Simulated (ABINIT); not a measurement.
# Ti (P6_3/mmc) in ABINIT: relaxation of cell and atoms with LDA

Aim: the relaxation of cell and atoms of Ti with LDA.

All numbers are computed with ABINIT 10.8.3 (patched build); they aren't measurements. Logs are shortened: lines on timing, memory, paths and dates and some standing lists are left out, and cuts for length are marked. The log counts tension as positive stress, the text compression.

### Step 1. The crystal as given

The structure is hexagonal, space group P6_3/mmc (No. 194). Conventional cell: a = 2.950 Å, b = 2.950 Å, c = 4.680 Å, α = 90.00°, β = 90.00°, γ = 120.00°. Ti (site symmetry -6m2) has 12 Ti at 2.89 to 2.95 Å as nearest neighbours.

### Step 2. Relaxation of cell and atoms, LDA

run.abi

```
# Pseudopotentials
pp_dirpath "./"
pseudos "Ti.LDA_PW-JTH.xml"

# Structure
acell 3*1.0
rprim
     5.5746920676     0.0000000000     0.0000000000
    -2.7873460338     4.8278249489     0.0000000000
     0.0000000000     0.0000000000     8.8439182632
ntypat 1
znucl 22
natom 2
typat 1 1
xred
     0.6666666667     0.3333333333     0.7500000000
     0.3333333333     0.6666666667     0.2500000000
chkprim 0
chksymtnons 0
tolsym 1.0e-6

# Plane-wave basis
ecut 15.0
pawecutdg 30.0

# k points
kptopt 1
ngkpt 10 10 6
nshiftk 1
shiftk 0.0 0.0 0.0

# Exchange and correlation
ixc 7

# Bands and occupations
nband 16
occopt 3
tsmear 0.00183747

# SCF cycle
nstep 100
tolvrs 1.0e-9

# Output
iomode 3
prtwf 0
prtden 0
prteig 0
prtebands 0
enunit 2

# Relaxation
ionmov 2
ntime 60
tolmxf 5.0e-5
optcell 2
dilatmx 1.08
ecutsm 0.5
```

Potentials or basis: JTH PAW LDA v2.0.

On the command line:

```console
$ abinit run.abi > log 2>&1
```

run.abo:

```text
.Version 10.8.3 of ABINIT
 Symmetries : space group P6_3/m m c (#194); Bravais hP (primitive hexag.)
================================================================================
 Values of the parameters that define the memory need of the present run
     intxc =       0    ionmov =       2      iscf =      17    lmnmax =      18
     lnmax =       6     mgfft =      36  mpssoang =       3    mqgrid =    3001
     natom =       2  nloc_mem =       2    nspden =       1   nspinor =       1
    nsppol =       1      nsym =      24    n1xccc =       1    ntypat =       1
    occopt =       3   xclevel =       1
       mpw =         846          nfft =       20736          nkpt =          56
 PAW method is used; the additional fine FFT grid is defined by:
   mgfftf=        48    nfftf =     43200
================================================================================
================================================================================

--------------------------------------------------------------------------------
------------- Echo of variables that govern the present computation ------------
--------------------------------------------------------------------------------
 -outvars: echo values of preprocessed input variables --------
            acell      1.0000000000E+00  1.0000000000E+00  1.0000000000E+00 Bohr
              amu      4.78800000E+01
          chkprim           0
      chksymtnons           0
          dilatmx      1.08000000E+00
             ecut      1.50000000E+01 Hartree
           ecutsm      5.00000000E-01 Hartree
           enunit           2
           ionmov           2
                       outvar_i_n : Printing only first  50 k-points.
              ixc           7
                       outvar_i_n : Printing only first  50 k-points.
         kptrlatt       10    0    0      0   10    0      0    0    6
          kptrlen      5.30635096E+01
            natom           2
            nband          16
            ngfft          24      24      36
          ngfftdg          30      30      48
             nkpt          56
            nstep         100
             nsym          24
            ntime          60
           ntypat           1
                       prtocc : prtvol=0, do not print more k-points.
           occopt           3
          optcell           2
        pawecutdg      3.00000000E+01 Hartree
           prtden           0
        prtebands           0
           prteig           0
            prtwf           0
            rprim      5.5746920676E+00  0.0000000000E+00  0.0000000000E+00
                      -2.7873460338E+00  4.8278249489E+00  0.0000000000E+00
                       0.0000000000E+00  0.0000000000E+00  8.8439182632E+00
          spgroup         194
           tolsym      1.00000000E-06
           tolvrs      1.00000000E-09
           tsmear      1.83747000E-03 Hartree
            typat      1  1
           useylm           1
                       outvars : Printing only first  50 k-points.
           xangst      1.4749999990E+00  8.5159164648E-01  3.5099999976E+00
                      -2.9598923428E-17  1.7031832930E+00  1.1699999992E+00
            xcart      2.7873460338E+00  1.6092749830E+00  6.6329386974E+00
                      -5.5933858900E-17  3.2185499659E+00  2.2109795658E+00
             xred      6.6666666667E-01  3.3333333333E-01  7.5000000000E-01
                       3.3333333333E-01  6.6666666667E-01  2.5000000000E-01
            znucl       22.00000

================================================================================

 chkinp: Checking input parameters for consistency.

================================================================================
== DATASET  1 ==================================================================

--- !DatasetInfo
iteration_state: {dtset: 1, }
dimensions: {natom: 2, nkpt: 56, mband: 16, nsppol: 1, nspinor: 1, nspden: 1, mpw: 846, }
cutoff_energies: {ecut:  15.0, pawecutdg:  30.0, }
electrons: {nelect:   2.40000000E+01, charge:   0.00000000E+00, occopt:   3.00000000E+00, tsmear:   1.83747000E-03, }
meta: {optdriver: 0, ionmov: 2, optcell: 2, iscf: 17, paral_kgb: 0, }
...

 Exchange-correlation functional for the present dataset will be:
  LDA: Perdew-Wang 92 LSD fit to Ceperley-Alder data - ixc=7
  J.P.Perdew and Y.Wang, PRB 45, 13244 (1992)

 Real(R)+Recip(G) space primitive vectors, cartesian coordinates (Bohr,Bohr^-1):
 R(1)=  5.5746921  0.0000000  0.0000000  G(1)=  0.1793821  0.1035663  0.0000000
 R(2)= -2.7873460  4.8278249  0.0000000  G(2)=  0.0000000  0.2071326  0.0000000
 R(3)=  0.0000000  0.0000000  8.8439183  G(3)=  0.0000000  0.0000000  0.1130721
 Unit cell volume ucvol=  2.3802201E+02 bohr^3
 Angles (23,13,12)=  9.00000000E+01  9.00000000E+01  1.20000000E+02 degrees

 Coarse grid specifications (used for wave-functions):

 getcut: wavevector=  0.0000  0.0000  0.0000  ngfft=  24  24  36
         ecut(hartree)=     17.496   => boxcut(ratio)=   2.16184

 Fine grid specifications (used for densities):

 getcut: wavevector=  0.0000  0.0000  0.0000  ngfft=  30  30  48
         ecut(hartree)=     34.992   => boxcut(ratio)=   2.02242

--- Pseudopotential description ------------------------------------------------
- pspini: atom type   1  psp file is ./Ti.LDA_PW-JTH.xml
 Pseudopotential format is: paw10
 basis_size (lnmax)=  6 (lmn_size= 18), orbitals=   0   0   1   1   2   2
 Spheres core radius: rc_sph= 2.30802695
 Shapefunction is BESSEL type: shapef(r,l)=aa(1,l)*jl(q(1,l)*r)+aa(2,l)*jl(q(2,l)*r)
 Radius for shape functions =  2.01037111
 Compensation charge density is not taken into account in XC energy/potential

   1.19384070E+03                                ecore*ucvol(ha*bohr**3)
--------------------------------------------------------------------------------

================================================================================

=== [ionmov= 2] Broyden-Fletcher-Goldfarb-Shanno method (forces)
================================================================================

--- Iteration: ( 1/60) Internal Cycle: (1/1)
--------------------------------------------------------------------------------

---SELF-CONSISTENT-FIELD CONVERGENCE--------------------------------------------
[... 664 lines left out ...]
 Difference of energy with previous step (new-old):
           Absolute (Ha)=-4.18975E-08
           Relative     =-3.56711E-10

 At Broyd/MD step   7, gradients are converged :
  max grad (force/stress) = 3.0344E-05 < tolmxf= 5.0000E-05 ha/bohr (free atoms)

================================================================================

 ----iterations are completed or convergence reached----

 Mean square residual over all n,k,spin=   91.464E-10; max=  44.330E-07
 reduced coordinates (array xred) for    2 atoms
       0.666666666667      0.333333333333      0.750000000000
       0.333333333333      0.666666666667      0.250000000000
 rms dE/dt=  1.0993E-28; max dE/dt=  1.3463E-28; dE/dt below (all hartree)
    1      -0.000000000000     -0.000000000000      0.000000000000
    2       0.000000000000      0.000000000000      0.000000000000

 cartesian coordinates (angstrom) at end:
    1      1.43494688105939     0.82846696806666     3.39412094785950
    2     -0.00000000000000     1.65693393613333     1.13137364928650

 cartesian forces (hartree/bohr) at end:
    1      0.00000000000000     0.00000000000000    -0.00000000000000
    2     -0.00000000000000    -0.00000000000000    -0.00000000000000
 frms,max,avg= 2.8665124E-29 4.2997686E-29   0.000E+00  0.000E+00  0.000E+00 h/b

 cartesian forces (eV/Angstrom) at end:
    1      0.00000000000000     0.00000000000000    -0.00000000000000
    2     -0.00000000000000    -0.00000000000000    -0.00000000000000
 frms,max,avg= 1.4740199E-27 2.2110299E-27   0.000E+00  0.000E+00  0.000E+00 e/A
 length scales=  5.423313220856  5.423313220925  8.551945372881 bohr
              =  2.869893762119  2.869893762156  4.525494597146 angstroms
 Fermi (or HOMO) energy (hartree) =   0.30554   Average Vxc (hartree)=  -0.42347
 Eigenvalues (hartree) for nkpt=  56  k points:
 kpt#   1, nband= 16, wtk=  0.00167, kpt=  0.0000  0.0000  0.0000 (reduced coord)
  -1.75665   -1.74939   -0.91229   -0.88170   -0.88170   -0.87796   -0.87683   -0.87683
   0.07500    0.20037    0.33438    0.33438    0.34084    0.34799    0.35521    0.35521
      occupation numbers for kpt#   1
   2.00000    2.00000    2.00000    2.00000    2.00000    2.00000    2.00000    2.00000
   2.00000    2.00000    0.00000    0.00000    0.00000    0.00000    0.00000    0.00000
 prteigrs : prtvol=0 or 1, do not print more k-points.

 Fermi (or HOMO) energy (eV) =   8.31428   Average Vxc (eV)= -11.52324
 Eigenvalues (   eV  ) for nkpt=  56  k points:
 kpt#   1, nband= 16, wtk=  0.00167, kpt=  0.0000  0.0000  0.0000 (reduced coord)
 -47.80094  -47.60321  -24.82466  -23.99235  -23.99235  -23.89063  -23.85965  -23.85965
   2.04083    5.45224    9.09903    9.09903    9.27462    9.46937    9.66572    9.66572
 prteigrs : prtvol=0 or 1, do not print more k-points.

--- !EnergyTerms
iteration_state     : {dtset: 1, itime: 7, icycle: 1, }
comment             : Components of total free energy in Hartree
kinetic             :  1.55958823557704E+01
hartree             :  2.19733218908028E+01
xc                  : -6.49519531335572E+00
Ewald energy        : -8.70712809220373E+01
psp_core            :  5.48051605038236E+00
local_psp           : -6.64911667818424E+01
PAW spherical_terms : -4.46282199711098E-01
internal            : -1.17454204919991E+02
'-kT*entropy'       : -6.69007817645886E-04
total_energy        : -1.17454873927809E+02
total_energy_eV     : -3.19610994092260E+03
...

--- !EnergyTermsDC
iteration_state     : {dtset: 1, itime: 7, icycle: 1, }
comment             : '"Double-counting" decomposition of free energy'
band_energy         : -1.57665053453970E+01
Ewald energy        : -8.70712809220373E+01
psp_core            :  5.48051605038236E+00
xc_dc               : -2.11638147408142E+01
PAW spherical_terms :  1.06688655297588E+00
internal            : -1.17454198404890E+02
'-kT*entropy'       : -6.69007817645886E-04
total_energy_dc     : -1.17454867412708E+02
total_energy_dc_eV  : -3.19610976363768E+03
...

--- !EnergyTermsWithPAWCore
iteration_state     : {dtset: 1, itime: 7, icycle: 1, }
comment             : 'Components of total free energy, including PAW core contributions'
Total energy        : -1.70399903613067E+03
Total energy DC     : -1.70399902961557E+03
Total energy (eV)   : -4.63681759349309E+04
Total energy DC (eV): -4.63681757576460E+04
...

 Cartesian components of stress tensor (hartree/bohr^3)
  sigma(1 1)= -3.03438616E-07  sigma(3 2)=  0.00000000E+00
  sigma(2 2)= -3.03439479E-07  sigma(3 1)=  0.00000000E+00
  sigma(3 3)= -2.72372626E-07  sigma(2 1)=  0.00000000E+00

-Cartesian components of stress tensor (GPa)         [Pressure=  8.6228E-03 GPa]
- sigma(1 1)= -8.92747231E-03  sigma(3 2)=  0.00000000E+00
- sigma(2 2)= -8.92749770E-03  sigma(3 1)=  0.00000000E+00
- sigma(3 3)= -8.01347932E-03  sigma(2 1)=  0.00000000E+00

== END DATASET(S) ==============================================================
================================================================================

 -outvars: echo values of variables after computation  --------
            acell      5.4233132209E+00  5.4233132209E+00  8.5519453729E+00 Bohr
           etotal     -1.1745486741E+02
            fcart      2.4824725343E-29  4.2997685578E-29 -0.0000000000E+00
                      -2.4824725343E-29 -4.2997685578E-29 -0.0000000000E+00
            rprim      1.0000000000E+00  0.0000000000E+00  0.0000000000E+00
                      -4.9999999999E-01  8.6602540379E-01  0.0000000000E+00
                       0.0000000000E+00  0.0000000000E+00  1.0000000000E+00
           strten     -3.0343861641E-07 -3.0343947940E-07 -2.7237262589E-07
                       0.0000000000E+00  0.0000000000E+00  0.0000000000E+00
           xangst      1.4349468811E+00  8.2846696807E-01  3.3941209479E+00
                      -1.9223081557E-17  1.6569339361E+00  1.1313736493E+00
             xred      6.6666666667E-01  3.3333333333E-01  7.5000000000E-01
                       3.3333333333E-01  6.6666666667E-01  2.5000000000E-01
 Calculation completed.
```

It took 96 s on 1 thread of Arm Neoverse V2, shared host; peak memory 0.1 GiB.

Results:

```yaml
Free_energy: -3196.1098 eV
Relaxed_volume: 16.14 Å³/atom
Relaxed_cell: a = 2.870 Å, b = 2.870 Å, c = 4.525 Å, α = 90.00°, β = 90.00°, γ = 120.00°
Space_group_after_relaxing_to_0.05_Å: P6_3/mmc (No. 194)
Energy_gained_by_relaxing: 47.7 meV/atom
Ionic_steps: 7
Pressure_after_relaxing: 0.0 GPa
Band_gap_on_the_k_mesh: none (metal or under the smearing width)
Valence_electrons_inside_the_program's_atomic_spheres: Ti 10.27 (radii [1.2214] Å)
```

The path:
| step | energy change (eV) | largest force (eV/Å) | pressure (GPa) | volume (Å³) |
| --- | --- | --- | --- | --- |
| 1 | 0.0000 | 0.0000 | -9.51 | 35.27 |
| 2 | -0.0518 | 0.0000 | -6.71 | 34.26 |
| 3 | -0.0949 | 0.0000 | 0.69 | 32.10 |
| 4 | -0.0953 | 0.0000 | -0.03 | 32.29 |
| 5 | -0.0953 | 0.0000 | -0.01 | 32.28 |
| 6 | -0.0954 | 0.0000 | 0.03 | 32.27 |
| 7 | -0.0954 | 0.0000 | 0.01 | 32.28 |

Final structure:
```
CELL_PARAMETERS angstrom
2.86989 0.00000 0.00000
-1.43495 2.48540 0.00000
0.00000 0.00000 4.52549
ATOMIC_POSITIONS crystal
Ti 0.66667 0.33333 0.75000
Ti 0.33333 0.66667 0.25000
```
